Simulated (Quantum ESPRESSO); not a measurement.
# CuCl2 under changes of volume

One of the cells (46.505 Å³/atom); the others are scaled copies at fixed shape and fractional positions:

```
Cu Cl
1.0
    -2.25486    2.25486    6.85990
     2.25486   -2.25486    6.85990
     2.25486    2.25486   -6.85990
Cu Cl
1 2
Direct
  0.00000 0.00000 0.00000
  0.00000 0.50000 0.50000
  0.50000 0.00000 0.50000
```

Measurements of this composition are mostly on another form, of space group No. 12.

| Quantity | Value |
| --- | --- |
| Program | Quantum ESPRESSO 7.5 |
| Functional | PBEsol |
| Potentials or basis | GBRV 1.5 PBEsol |
| Cutoff | 762 eV |
| Density cutoff | 6095 eV |
| k mesh | 8 × 8 × 8 |
| Occupations | fermi-dirac, width 0.05 eV |
| Spin | no spin polarisation |

```csv
volume (Å³/atom),energy over the lowest point (meV/atom),pressure (GPa)
43.714,2.07,0.6
44.644,0.00,0.0
45.574,1.00,-0.5
46.505,4.74,-0.9
47.435,10.88,-1.3
48.365,?,?
49.295,29.35,-1.9
```

**Question.** What does the run at 48.365 Å³/atom give?

**Answer.** Energy over the lowest point 19.17 meV/atom; pressure -1.6 GPa.

Worked out: A Birch-Murnaghan fit of order 3 (a polynomial in V^(-2/3)) to the other rows has its minimum at 44.79 Å³/atom with B0 = V·E''(V) = 25 GPa and B' = 4.8 at fixed shape and positions, which overstates the stiffness. It gives 19.17 meV/atom at 48.365 Å³/atom, against the run's 19.17, and -dE/dV = -1.6 GPa, against -1.6.

Energies are extrapolated to zero smearing.

Caveats: an odd number of electrons without spin polarisation forces a metal; a magnetic or distorted state may lie lower; the run has no spin polarisation, though such a crystal can be magnetic.
